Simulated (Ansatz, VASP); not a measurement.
Given: the input of a run of Ansatz 0.2.0 on KBr.

The input input.yaml:

```yaml
crystal:
  lattice:
    - [4.0967090362, 0.0, 0.0]
    - [0.0, 4.0967090362, 0.0]
    - [0.0, 0.0, 4.0967090362]
  atoms:
    - { symbol: Br, position: [0.5, 0.5, 0.5] }
    - { symbol: K, position: [0.0, 0.0, 0.0] }
hamiltonian:
  xc: pbe
  pseudopotentials: { kind: paw }
kpoints:
  mp_grid: { grid: [7, 7, 7] }
scf:
  occupations: { method: fermi_dirac, width: 0.05 }
output:
  forces: true
  stress: true
  eigenvalues: true
```

Potentials or basis: Ansatz PAW.

The run is started by

```console
$ ansatz run input.yaml --threads 1 --pin off --max-ram 3584MiB --backend cpu --events-out ev --progress --plain --runs-dir out
```

Problem. Translate it to VASP 6.6.1. Potentials there: VASP PAW PBE potentials, release 64 (Br, K_sv).

Solution. As run (the cutoff follows the program's own potentials):

INCAR

```
ALGO = Normal
EDIFF = 1E-7
ENCUT = 520
GGA = PE
ISIF = 2
ISMEAR = -1
LASPH = T
LCHARG = F
LREAL = F
LWAVE = F
NBANDS = 15
NELM = 60
PREC = Accurate
SIGMA = 0.05
```

KPOINTS

```
k-points
0
Gamma
  7 7 7
```

The input POSCAR:

```
KBr
1.0
    4.0967090362      0.0000000000      0.0000000000
    0.0000000000      4.0967090362      0.0000000000
    0.0000000000      0.0000000000      4.0967090362
Br K
1 1
Direct
    0.5000000000      0.5000000000      0.5000000000
    0.0000000000      0.0000000000      0.0000000000
```

Potentials or basis: VASP PAW PBE potentials, release 64 (Br, K_sv).

Launch:

```bash
$ cat potpaw_PBE.64/Br/POTCAR potpaw_PBE.64/K_sv/POTCAR > POTCAR
$ mpirun -np 1 vasp_std > vasp.out
```

Both were run:

|  | VASP | Ansatz | Ansatz less VASP |
| --- | --- | --- | --- |
| gap on the k mesh at the Fermi level (eV) | 3.77 | 3.77 | +0.001 |
| least direct gap on the mesh (eV) | 4.00 | 4.00 | 0.000 |
| pressure (GPa) | -0.6 | -0.6 | -0.02 |

Caveats: an odd mesh through Γ misses points on the zone boundary, where band edges often lie (VASP); odd divisions of the mesh miss points on the zone boundary, where band edges often lie, so the gap on the mesh can be too wide (Ansatz).
